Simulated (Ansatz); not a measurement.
## Ionic part of the dielectric constant of ZnS, mode by mode

Level of theory: DFT PBEsol, scalar-relativistic, plane waves, PAW in Ansatz 0.2.0. Plane waves to 420 eV; Γ-centred k mesh 10×10×10; fixed occupations. No spin polarisation. Phonons by linear response, acoustic sum rule imposed.

Symmetry: F-43m, No. 216, cubic system. The conventional cell has a = 5.356 Å, b = 5.356 Å, c = 5.356 Å, α = 90.00°, β = 90.00°, γ = 90.00°. Zn (site symmetry -43m) is surrounded by 4 S at 2.32 Å. Around S (site symmetry -43m) lie 4 Zn at 2.32 Å.

The primitive cell has V = 38.42 Å³ and ε∞,zz = 6.095. Each polar mode adds Δε = (4.92064×10⁷/V)·S/ν² along z, with S its oscillator strength in e²/amu, ν in cm⁻¹ and V in Å³.

**Question.** From these modes, find each Δε and ε0,zz.
| ν (cm⁻¹) | S_zz (e²/amu) |
| --- | --- |
| 278.8 | 0.1764 |

**Answer.**
```
ν (cm⁻¹)    Δε
   278.8  2.91
```

The sum is 2.906, so ε0,zz = 9.00; the run's tensor has 9.00.

**Question.** Where do the longitudinal modes lie for a wave vector along z?

**Answer.** At 339 cm⁻¹. The Lyddane–Sachs–Teller product Π(ν_LO/ν_TO)² = 1.48 matches ε0/ε∞ = 1.48.

Cost: 1 run of about 4.5 core-minutes, on Arm Neoverse V2 (shared hosts).

Electronic polarisation supplies most of the static dielectric constant of ZnS, with the lattice adding 2.906 to an ε∞ of 6.095. This balance fits polar-covalent tetrahedral bonding: the S 3p-derived valence electrons are readily polarised, while the opposed motion of Zn and S still carries a sizeable dipole. The whole ionic term comes from the one triply degenerate optical mode that zinc blende allows, and the macroscopic field of that same dipole, screened by the electrons, lifts the longitudinal branch to 339 cm⁻¹.

The computed ε∞ lies clearly above the measured value, probably because the semilocal functional makes the band gap too small and the electrons too polarisable. Such overscreening would also weaken the restoring field, which may explain why the longitudinal frequency falls somewhat below experiment. The Lyddane–Sachs–Teller match shows internal consistency, not accuracy against measurement. Since zinc blende is piezoelectric, the 9.00 applies to a clamped crystal; one free to strain would have a slightly larger static response.
